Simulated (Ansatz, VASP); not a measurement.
# Rh in VASP and in Ansatz

```
Rh
1.0
    -2.71229    3.12364    1.34104
     3.12364   -2.71229    1.34104
     1.91115    1.91115   -0.58764
Rh
2
Direct
  0.01012 0.98988 0.00000
  0.73988 0.26012 0.50000
```

Alike in both runs: task single point; functional BLYP; k mesh 14 × 14 × 13; occupations fermi-dirac, width 0.1 eV; no spin polarisation.

|  | VASP | Ansatz |
| --- | --- | --- |
| version | VASP 6.6.1 | Ansatz 0.2.0 |
| potentials or method | VASP PAW PBE potentials, release 64 (Rh_pv) | plane waves (420 eV) with PAW, scalar-relativistic |
| plane-wave cutoff (eV) | 520 | 420 |
| valence electrons in the cell | 30 | 34 |

Ansatz gave:

```
pressure (GPa)                                  : -0.2
largest component of the traceless stress (GPa) : 0.45
```

**Question.** Estimate VASP's values.

**Answer.** Pressure (GPa): 0.3; largest component of the traceless stress (GPa): 0.48.

The two sets of potentials don't hold the same shells in valence.

Caveats: the PAW data sets were made with another functional, which shifts forces and pressure a little (VASP).
